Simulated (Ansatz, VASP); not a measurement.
## Ge: VASP beside Ansatz

```
CELL_PARAMETERS angstrom
0.00000 2.82877 2.82877
2.82877 0.00000 2.82877
2.82877 2.82877 0.00000
ATOMIC_POSITIONS crystal
Ge 0.50530 0.50530 0.49470
Ge 0.75000 0.75000 0.75000
```

Alike in both runs: task electric field gradients; functional PBE; k mesh 10 × 10 × 10; occupations fermi-dirac, width 0.05 eV; no spin polarisation.

|  | VASP | Ansatz |
| --- | --- | --- |
| version | VASP 6.6.1 | Ansatz 0.2.0 |
| potentials or method | VASP PAW PBE potentials, release 64 (Ge_d), cutoff 520 eV | all-electron PAW with datasets made for the crystal, scalar-relativistic |

```csv
,VASP,Ansatz,Ansatz less VASP
pressure (GPa),3.6,3.7,+0.05
largest component of the traceless stress (GPa),0.98,0.99,+0.004
rms of the force components (eV/Å),0.197,0.197,-0.0002
Vzz of the field gradient on the site that differs most (V/Å²),-5.4,5.1,+10.56
```

Atom by atom the forces differ by 0.000 eV/Å (rms over components). Ansatz ran all-electron here, so the differences hold the error of VASP's frozen core and of both bases.
